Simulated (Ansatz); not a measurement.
## TaN: how the free axis answers a strain

TaN, P-62m, a = 5.179 Å, c = 2.896 Å. Ansatz: PBEsol, PAW, 420 eV, Γ-centred 12×12×12 mesh on 6 atoms, Gaussian smearing 0.10 eV; no spin polarisation. Series: uniaxial strain along c, with a, b and atoms relaxed; x is the strain in per cent. y is the change of a in per cent of 5.179 Å.

```tsv
x (%)	y (%)
-3.0	?
-2.0	0.47
-1.0	0.23
0.0	0.00
1.0	-0.23
2.0	-0.45
3.0	-0.66
```

Q: Fit y = c1 x + c2 x² to the other rows, say what c1 measures, and predict the missing y.

A: Least squares on the rows shown. y = −0.2294 x + 0.002898 x². So −c1 = 0.229 is Poisson's ratio for this pair of axes. At x = -3.0 the fit asked for gives 0.71 %. The run gave 0.70 %, so the fit is 0.01 % too high, a small miss on the scale of the series.

Spin–orbit coupling is left out, which can shift energies with elements as heavy as these.